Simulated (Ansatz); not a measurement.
SnO2 as a 2H monolayer, relaxed with r2SCAN: 8 runs in the PAW code Ansatz, each a construction of maximally localised Wannier functions. In-plane lattice: a = 3.062 Å, b = 3.062 Å, γ = 120.0°; thickness between the outer nuclei 2.42 Å. Sn has 6 O at 2.14 Å; O has 3 Sn at 2.14 Å. The cell comes from a prototype generator: it can be a known phase or a hypothetical one. No magnetic order is allowed.

```xyz
3
Lattice="3.0621 0.0000 0.0000 -1.5310 2.6519 0.0000 0.0000 0.0000 28.8864" Properties=species:S:1:pos:R:3 pbc="T T F"
Sn    0.0000    1.7679    9.0000
O     1.5310    0.8840   10.2075
O     1.5310    0.8840    7.7925
```
Two periodic directions, a and b.

Windows count from the top of the filled bands; a dash means that no such window was set (without an outer window there is no disentanglement). Rows marked drawn have settings drawn at random (some not listed).

```csv
functional,SCF mesh,trial orbitals,functions,mesh,window (eV),frozen (eV),settings,Ω total (Å²),Ω invariant (Å²),largest spread (Å²),least projectability,"interpolation miss of the model's filled bands (eV, to the nearest computed level)"
PBE,9×9×1,"O s, O p",8,6×6×1,–,–,chosen,7.60,6.73,1.01,0.64,0.037
PBE,9×9×1,"O s, O p",8,12×12×1,–,–,chosen,7.88,7.02,1.05,0.63,0.003
PBE,9×9×1,O p,6,6×6×1,–,–,chosen,7.02,6.81,1.17,0.55,0.044
r2SCAN,9×9×1,"O s, O p",8,6×6×1,–,–,chosen,7.57,6.73,1.01,0.67,0.033
PBE+SOC,9×9×1,"O s, O p",16,6×6×1,–,–,chosen,15.31,13.59,1.02,0.64,–
PBE+SOC,9×9×1,O p,12,6×6×1,–,–,chosen,14.05,13.63,1.17,0.55,–
PBE,9×9×1,"O s, O p",8,6×6×1,-19.6 to +3.8,–,drawn,7.04,6.25,0.95,0.72,1.282
```

Q: Estimate from these rows what the further settings give.

| functional | SCF mesh | trial orbitals | functions | mesh | window (eV) | frozen (eV) | settings |
| --- | --- | --- | --- | --- | --- | --- | --- |
| r2SCAN | 9×9×1 | O p | 6 | 6×6×1 | – | – | chosen |

A:
```csv
functional,SCF mesh,trial orbitals,functions,mesh,window (eV),frozen (eV),settings,Ω total (Å²),Ω invariant (Å²),largest spread (Å²),least projectability,"interpolation miss of the model's filled bands (eV, to the nearest computed level)"
r2SCAN,9×9×1,O p,6,6×6×1,–,–,chosen,6.77,6.59,1.13,0.59,0.039
```

For O s, O p with PBE the spread goes 7.60 Å² (6×6×1), 7.88 Å² (12×12×1): finite differences on a coarse mesh understate it.

Only the levels marked +SOC include spin-orbit coupling.
